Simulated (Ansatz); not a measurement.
Input and command of a plane-wave DFT calculation in Ansatz:

```yaml
crystal:
  lattice:
    - [4.7680197781, 0.0, 0.0]
    - [0.0, 4.7710242465, 0.0]
    - [0.0, 0.0, 3.2216058078]
  atoms:
    - { symbol: Sn, position: [0.5, 0.5, 0.5] }
    - { symbol: Sn, position: [0.0, 0.0, 0.0] }
    - { symbol: O, position: [0.3055669669, 0.3065721211, 0.0] }
    - { symbol: O, position: [0.8055669669, 0.1934278789, 0.5] }
    - { symbol: O, position: [0.1944330331, 0.8065721211, 0.5] }
    - { symbol: O, position: [0.6944330331, 0.6934278789, 0.0] }
basis:
  ecutwfc: 420
kpoints:
  mp_grid: { grid: [6, 6, 8] }
hamiltonian:
  xc: lda
scf:
  occupations: { method: gaussian, width: 0.02 }
output:
  forces: true
  stress: true
  eigenvalues: true
relax:
  adjacent_minimum: "off"
  f_tol: 0.01
  max_steps: 30
  cell: { stress_tol: 0.1, fix: [volume] }
```

```bash
ansatz run input.yaml --threads 1 --pin off --max-ram 2560MiB --backend cpu --events-out ev --progress --plain --runs-dir out
```

Processor: Intel(R) Xeon(R) Processor @ 2.50GHz (Skylake/Cascade Lake), 1 thread, on a host shared with other jobs.

Problem. How long does it run, and how much memory does it take?

Solution. About 91 s on 1 thread of Intel(R) Xeon(R) Processor @ 2.50GHz (Skylake/Cascade Lake), on a shared host, peak memory 0.45 GiB. It solves 32 bands at 80 k points (the mesh reduced by the symmetry that the task leaves, which can be less than the crystal's) with about 1435 plane waves, in 22 SCF iterations over 5 ionic steps.
